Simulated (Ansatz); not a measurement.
# ZrC (Fm-3m) in Ansatz: notebook

One crystal, ZrC, is run at these levels: PBE; tasks: single point, equation of state.

Everything below comes from runs of Ansatz 0.2.0. Logs are shortened: lines on timing, memory, paths and dates and some standing lists are left out, and cuts for length are marked.

**1. Starting point**

It takes space group Fm-3m (No. 225, cubic). Conventional cell: a = 4.730 Å, b = 4.730 Å, c = 4.730 Å, α = 90.00°, β = 90.00°, γ = 90.00°. Zr (site symmetry m-3m) has 6 C at 2.37 Å as nearest neighbours. C (site symmetry m-3m) has 6 Zr at 2.37 Å as nearest neighbours.

**2. Single point, PBE, 12.43 Å³/atom (volume scaled by 0.94)**

Contents of input.yaml:

```yaml
crystal:
  lattice:
    - [0.0, 2.3167211471, 2.3167211471]
    - [2.3167211471, 0.0, 2.3167211471]
    - [2.3167211471, 2.3167211471, 0.0]
  atoms:
    - { symbol: Zr, position: [0.5, 0.5, 0.5] }
    - { symbol: C, position: [0.0, 0.0, 0.0] }
hamiltonian:
  xc: pbe
  pseudopotentials: { kind: paw }
kpoints:
  mp_grid: { grid: [10, 10, 10] }
scf:
  occupations: { method: fermi_dirac, width: 0.05 }
output:
  forces: true
  stress: true
  eigenvalues: true
```

Potentials or basis: Ansatz PAW.

On the command line:

```bash
$ ansatz run input.yaml --threads 2 --pin off --max-ram 5632MiB --backend cpu --events-out ev --progress --plain --runs-dir out
```

The program printed:

```text
Warning: RAYON_NUM_THREADS=2 ignored (pool sized by the plan → 2); use --threads N
Engine: ansatz 0.2.0, aarch64-unknown-linux-gnu
Pseudopotentials: kind: paw
Pseudopotential: Zr, paw, valence charge 12, recommended cutoff 420 eV (normal), Zr.paw.azcp
Pseudopotential: C, paw, valence charge 4, recommended cutoff 420 eV (normal), C.paw.azcp
Functional definition: PBE
  parameter kappa = 0.804
  parameter beta = 0.06672455060314922
  exchange = pbe_x(kappa = kappa, mu = beta*pi^2/3)
  correlation = pbe_c(beta = beta)
Crystal: 2 atoms, lattice volume = 24.869 Å³
Basis set: ecut = 420 eV, 531 PW (Γ), exchange–correlation on 48×48×48 points (8 copies of the dense FFT grid, shifted against one another)
Bands: 12, of which v1, the nominal top of the filled ones, is band 8 counted from 1 (7 counted from 0)
Symmetry: 48 space group operations
Space group: Fm-3m (ITA 225), of the structure as read, at distance tolerance 2.9e-5 Å
k-points: 47 of 1000
Non-local potential: Zr, projectors of the file, l = 0: 3, l = 1: 2, l = 2: 2, l = 3: 2
Non-local potential: C, projectors of the file, l = 0: 2, l = 1: 2, l = 2: 1
PAW form: soft (Blöchl's): semilocal exchange-correlation on the pseudo side does not see the compensation charge
PAW one-centre angular grid: Zr, 590 points (default); XC on 64 Gauss nodes
PAW one-centre angular grid: C, 110 points (default); XC on 64 Gauss nodes
Initial density: superposition of atomic densities (neutral atoms: chi_scale 0, normalization atom), corrected by the library's trained network
Initial wavefunctions: pseudopotential atomic-orbital guess
Functional: x = pbe(κ = 0.804, μ = 0.2195149727645171), c = pbe(β = 0.06672455060314922)
SCF iter   1: F=—  HF=-4436.451295 eV  |F-HF|=—  |Δ(HF+E_count)|=         —  Δρ=8.31e-4  dr2=3.51e-5  ethr=1.77e-3  ⟨swp⟩=5.1  Hψ=2836  notcnv=0
preconditioner: auto → none  [insulator: Δε(μ)=0.134 eV  Ē_g=18.196 eV  σ=0.050 eV  W_gap=0.59  n_scr=8 (ndim 8)  ℏωp=27.9 eV  f_vac=0.000  D(μ)=0.27/eV (n_scr^D=0)  ε∞_Penn≈3.3]
SCF iter   2: F=—  HF=-4436.451068 eV  |F-HF|=—  |Δ(HF+E_count)|=   2.28e-4  Δρ=4.22e-4  dr2=1.28e-5  ethr=2.19e-7  ⟨swp⟩=3.0  Hψ=1401  notcnv=0
SCF iter   3: F=—  HF=-4436.451089 eV  |F-HF|=—  |Δ(HF+E_count)|=   2.15e-5  Δρ=1.55e-4  dr2=1.23e-6  ethr=8.00e-8  ⟨swp⟩=2.9  Hψ=965  notcnv=0
iter 4 did not close the SCF: its close was put off for the readings that it lacked (scf_convergence_deferred on its scf_iter line)
SCF iter   4: F=-4436.451094 eV  HF=-4436.451094 eV  |F-HF|=6.25e-8  |Δ(HF+E_count)|=   4.32e-6  Δρ=2.19e-5  dr2=8.35e-8  ethr=7.70e-9  ⟨swp⟩=3.0  Hψ=951  notcnv=0
iter 5 did not close the SCF: its close was put off for the readings that it lacked (scf_convergence_deferred on its scf_iter line)
SCF iter   5: F=-4436.451094 eV  HF=-4436.451094 eV  |F-HF|=1.13e-8  |Δ(HF+E_count)|=   2.23e-8  Δρ=9.91e-6  dr2=1.53e-8  ethr=5.22e-10  ⟨swp⟩=2.4  Hψ=917  notcnv=0
SCF iter   6: F=-4436.451094 eV  HF=-4436.451094 eV  |F-HF|=5.02e-10  |Δ(HF+E_count)|=   6.01e-9  Δρ=2.49e-6  dr2=7.66e-10  ethr=9.56e-11  ⟨swp⟩=2.1  Hψ=1901  notcnv=0
SCF 1 converged in 6 iterations: F = -4436.451094 eV  dr2 = 7.66e-10
SCF converged after 6 iterations
Free energy (F): -4436.451094 eV
Harris-Foulkes:  -4436.451094 eV  (|F-HF|=5.02e-10)
Internal energy: -4436.448745 eV  (E = F + TS)
E sigma→0 (E₀):  -4436.449919 eV
Entropy (-TS):   -0.002349 eV (-1.174 meV/atom)
Fermi energy:    15.615824 eV
--- Per-component energies (eV) ---
  E_band       = -36.305579
  E_kinetic    = 425.688069
  E_local      = -572.545648  (includes V_loc(G=0)·N_el)
  E_nonlocal   = 104.665901
  E_hartree    = 172.818047
  E_xc         = -212.413874
  E_vxc        = -254.089562  (∫ρ·V_xc dr)
  E_paw        = -3052.209333  (= ΣΔE_a)
  E_vpaw       = -85.661023  (= ΣTr[D̂ρ^β])
  E_aug_tail   = 0.000032  (compensation charges beyond the density's cutoff)
  E_ewald      = -1302.451939
  E_smearing   = -0.002349  (= −TS)
  E_closure    = 0.000000  (closes the sum)
  Σ components = -4436.451094   (vs F -4436.451094, Δ=0.00e0)
--- Forces (eV/Å), atoms counted from 1 ---
  atom   1  Zr     0.00000000    -0.00000000    -0.00000000
  atom   2  C     -0.00000000     0.00000000     0.00000000
  max |Σ_I F_I| component: 3.18e-29 eV/Å
--- Stress (GPa, compression-positive) ---
       11.839558       0.000000      -0.000000
       -0.000000      11.839558      -0.000000
        0.000000       0.000000      11.839558
  P = ⅓ Tr σ = 11.8396 GPa (118.396 kbar)
--- Band table (eV; the first three rows and the last of 47) ---
  k-point 0: bands = ["-32.3288", "-10.0112", "-10.0112", "-10.0112", "4.1455", "16.5469", "16.5469", "16.5469", "16.7112", "16.7112", "16.7112", "18.5408"]
  k-point 1: bands = ["-32.3171", "-10.1147", "-10.0198", "-10.0198", "4.3882", "15.2086", "15.5006", "15.5006", "17.1018", "17.1018", "17.5577", "19.6922"]
  k-point 2: bands = ["-32.2863", "-10.3764", "-10.0424", "-10.0424", "5.0516", "13.5834", "14.2622", "14.2622", "17.7908", "17.7908", "18.1602", "21.6589"]
  k-point 46: bands = ["-32.1638", "-10.6880", "-10.5265", "-10.3669", "5.9508", "13.0868", "13.2422", "13.3084", "18.0987", "19.8901", "21.5922", "22.6084"]
```

It took 0.67 s on 2 threads of Arm Neoverse V1, shared host; peak memory 0.28 GiB.

Results:

* Free energy: -4436.4511 eV
* Pressure: 11.8 GPa
* Band gap on the k mesh: none (metal or under the smearing width)

**3. Single point, PBE, 12.70 Å³/atom (volume scaled by 0.96)**

Edit input.yaml of step 2 so:

```diff
@@ -2,5 +2,5 @@
   lattice:
-    - [0.0, 2.3167211471, 2.3167211471]
-    - [2.3167211471, 0.0, 2.3167211471]
-    - [2.3167211471, 2.3167211471, 0.0]
+    - [0.0, 2.3330366223, 2.3330366223]
+    - [2.3330366223, 0.0, 2.3330366223]
+    - [2.3330366223, 2.3330366223, 0.0]
   atoms:
```

Potentials or basis: Ansatz PAW.

On the command line:

```bash
$ ansatz run input.yaml --threads 2 --pin off --max-ram 5632MiB --backend cpu --events-out ev --progress --plain --runs-dir out
```

Run time: 0.65 s. Hardware: 2 threads of Arm Neoverse V1, shared host; peak memory 0.28 GiB.

It converged, with:

| Item | Value |
| --- | --- |
| Free energy | -4436.4811 eV |
| Pressure | 6.4 GPa |
| Band gap on the k mesh | none (metal or under the smearing width) |

**4. Single point, PBE, 12.96 Å³/atom (volume scaled by 0.98)**

Edit input.yaml of step 3 so:

```diff
@@ -2,5 +2,5 @@
   lattice:
-    - [0.0, 2.3330366223, 2.3330366223]
-    - [2.3330366223, 0.0, 2.3330366223]
-    - [2.3330366223, 2.3330366223, 0.0]
+    - [0.0, 2.3491270385, 2.3491270385]
+    - [2.3491270385, 0.0, 2.3491270385]
+    - [2.3491270385, 2.3491270385, 0.0]
   atoms:
```

On the command line:

```bash
$ ansatz run input.yaml --threads 2 --pin off --max-ram 5632MiB --backend cpu --events-out ev --progress --plain --runs-dir out
```

It took 0.65 s on 2 threads of Arm Neoverse V1, shared host; peak memory 0.28 GiB.

The run converged. Its results:

| Quantity | Value |
| --- | --- |
| Free energy | -4436.4940 eV |
| Pressure | 1.5 GPa |
| Band gap on the k mesh | none (metal or under the smearing width) |

**5. Single point, PBE, 13.23 Å³/atom**

Edit input.yaml of step 4 so:

```diff
@@ -2,5 +2,5 @@
   lattice:
-    - [0.0, 2.3491270385, 2.3491270385]
-    - [2.3491270385, 0.0, 2.3491270385]
-    - [2.3491270385, 2.3491270385, 0.0]
+    - [0.0, 2.365, 2.365]
+    - [2.365, 0.0, 2.365]
+    - [2.365, 2.365, 0.0]
   atoms:
@@ -19 +19,5 @@
   eigenvalues: true
+  write_density: true
+  write_potential: true
+  elf: true
+  volumetric_format: npy
```

On the command line:

```bash
$ ansatz run input.yaml --threads 2 --pin off --max-ram 5632MiB --backend cpu --events-out ev --progress --plain --runs-dir out
```

Wall time 0.81 s (2 threads of Arm Neoverse V1, shared host); peak memory 0.29 GiB.

Results (log left out):

| Property | Result |
| --- | --- |
| Free energy | -4436.4915 eV |
| Pressure | -2.9 GPa |
| Band gap on the k mesh | none (metal or under the smearing width) |

**6. Single point, PBE, 13.49 Å³/atom (volume scaled by 1.02)**

Edit input.yaml of step 5 so:

```diff
@@ -2,5 +2,5 @@
   lattice:
-    - [0.0, 2.365, 2.365]
-    - [2.365, 0.0, 2.365]
-    - [2.365, 2.365, 0.0]
+    - [0.0, 2.3806627081, 2.3806627081]
+    - [2.3806627081, 0.0, 2.3806627081]
+    - [2.3806627081, 2.3806627081, 0.0]
   atoms:
@@ -19,5 +19 @@
   eigenvalues: true
-  write_density: true
-  write_potential: true
-  elf: true
-  volumetric_format: npy
```

Potentials or basis: Ansatz PAW.

On the command line:

```bash
$ ansatz run input.yaml --threads 2 --pin off --max-ram 5632MiB --backend cpu --events-out ev --progress --plain --runs-dir out
```

It took 0.64 s on 2 threads of Arm Neoverse V1, shared host; peak memory 0.28 GiB.

Results (log left out):

- Free energy: -4436.4752 eV
- Pressure: -6.9 GPa
- Band gap on the k mesh: none (metal or under the smearing width)

**7. Single point, PBE, 13.76 Å³/atom (volume scaled by 1.04)**

Edit input.yaml of step 6 so:

```diff
@@ -2,5 +2,5 @@
   lattice:
-    - [0.0, 2.3806627081, 2.3806627081]
-    - [2.3806627081, 0.0, 2.3806627081]
-    - [2.3806627081, 2.3806627081, 0.0]
+    - [0.0, 2.39612199, 2.39612199]
+    - [2.39612199, 0.0, 2.39612199]
+    - [2.39612199, 2.39612199, 0.0]
   atoms:
@@ -19 +19,5 @@
   eigenvalues: true
+  write_density: true
+  write_potential: true
+  elf: true
+  volumetric_format: npy
```

On the command line:

```bash
$ ansatz run input.yaml --threads 2 --pin off --max-ram 5632MiB --backend cpu --events-out ev --progress --plain --runs-dir out
```

It took 0.8 s on 2 threads of Arm Neoverse V1, shared host; peak memory 0.29 GiB.

The run converged. Its results:

- Free energy: -4436.4463 eV
- Pressure: -10.5 GPa
- Band gap on the k mesh: none (metal or under the smearing width)

**8. Single point, PBE, 14.02 Å³/atom (volume scaled by 1.06)**

Contents of input.yaml:

```yaml
crystal:
  lattice:
    - [0.0, 2.411384325, 2.411384325]
    - [2.411384325, 0.0, 2.411384325]
    - [2.411384325, 2.411384325, 0.0]
  atoms:
    - { symbol: Zr, position: [0.5, 0.5, 0.5] }
    - { symbol: C, position: [0.0, 0.0, 0.0] }
hamiltonian:
  xc: pbe
  pseudopotentials: { kind: paw }
kpoints:
  mp_grid: { grid: [10, 10, 10] }
scf:
  occupations: { method: fermi_dirac, width: 0.05 }
output:
  forces: true
  stress: true
  eigenvalues: true
```

On the command line:

```bash
$ ansatz run input.yaml --threads 2 --pin off --max-ram 5632MiB --backend cpu --events-out ev --progress --plain --runs-dir out
```

It took 0.65 s on 2 threads of Arm Neoverse V1, shared host; peak memory 0.29 GiB.

The run converged. Its results:

```
Free energy            : -4436.4061 eV
Pressure               : -13.8 GPa
Band gap on the k mesh : none (metal or under the smearing width)
```

**9. Equation of state, PBE**

Potentials or basis: Ansatz PAW.

No new run: the results of the series are fitted here.

Results:

```yaml
Equilibrium_volume: 13.05 Å³/atom
Bulk_modulus: 222 GPa
Pressure_derivative_of_the_bulk_modulus: 4.1
```

Energy against volume, from the lowest point:
| volume (Å³/atom) | energy (meV/atom) |
| --- | --- |
| 12.434 | 21.45 |
| 12.699 | 6.47 |
| 12.963 | 0.00 |
| 13.228 | 1.25 |
| 13.493 | 9.41 |
| 13.757 | 23.85 |
| 14.022 | 43.96 |
